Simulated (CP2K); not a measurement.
CdS:

```
CELL_PARAMETERS angstrom
3.89368 0.00000 0.00000
1.94684 3.37202 0.00000
1.94684 1.12401 3.17917
ATOMIC_POSITIONS crystal
Cd 0.00000 0.00000 0.00000
S 0.50000 0.50000 0.50000
```

Measurements of this composition are mostly on another form, of space group No. 186.

Base run:

```yaml
Program: CP2K 2026.2
Functional: RPBE
Potentials_or_basis: POTENTIAL_UZH Cd GTH-PBE-q12, S GTH-PBE-q6; TZVP-MOLOPT-PBE-GTH basis
Density_cutoff: 6123 eV
k_mesh: 8 × 8 × 8
Occupations: gaussian, width 0.1 eV
Spin: no spin polarisation
```

Its results: band gap on the k mesh 0.36 eV, indirect (least direct gap 1.64 eV); pressure 2.1 GPa.

Q: The run is repeated on the same cell with these changes: functional from RPBE to PBEsol. What comes out?

A: Band gap on the k mesh 0.10 eV, indirect (least direct gap 1.43 eV); pressure -3.6 GPa.

PBEsol binds more tightly than RPBE, so the same cell stands under less pressure.

Caveats: the potentials were made for another functional, which shifts forces and pressure; the basis of atomic orbitals isn't converged, which shifts pressures, moduli and gaps.

A k mesh can miss the band edges.
